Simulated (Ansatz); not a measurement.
BeTe:

```
Te Be
1.0
     0.00000    2.77000    2.77000
     2.77000    0.00000    2.77000
     2.77000    2.77000    0.00000
Te Be
1 1
Direct
  0.75000 0.75000 0.75000
  0.00000 0.00000 0.00000
```

- Program: Ansatz 0.2.0
- Task: relaxation of cell and atoms
- Functional: RPBE
- Potentials or basis: all-electron LAPW, scalar-relativistic
- Basis error allowed: 0.001 eV/atom
- k mesh: 8 × 8 × 8
- Occupations: fermi-dirac, width 0.05 eV
- Spin: no spin polarisation

At the start: volume 21.25 Å³/atom.

Problem. Where does the relaxation end?

Solution. Over 5 steps the energy falls by 36.2 meV/atom and the volume is 23.35 Å³/atom (+9.9 %); space group F-43m (No. 216, to 0.05 Å).

Step by step:
| step | energy change (eV) | largest force (eV/Å) | volume (Å³) |
| --- | --- | --- | --- |
| 1 | 0.0000 | 0.0000 | 42.51 |
| 2 | -0.0677 | 0.0000 | 47.88 |
| 3 | -0.0723 | 0.0000 | 46.86 |
| 4 | -0.0724 | 0.0000 | 46.70 |
| 5 | -0.0724 | 0.0000 | 46.70 |

Final structure:
```yaml
crystal:
  lattice:
    - [0.00000, 2.85820, 2.85820]
    - [2.85820, 0.00000, 2.85820]
    - [2.85820, 2.85820, 0.00000]
  atoms:
    - { symbol: Te, position: [0.75000, 0.75000, 0.75000] }
    - { symbol: Be, position: [0.00000, 0.00000, 0.00000] }
```
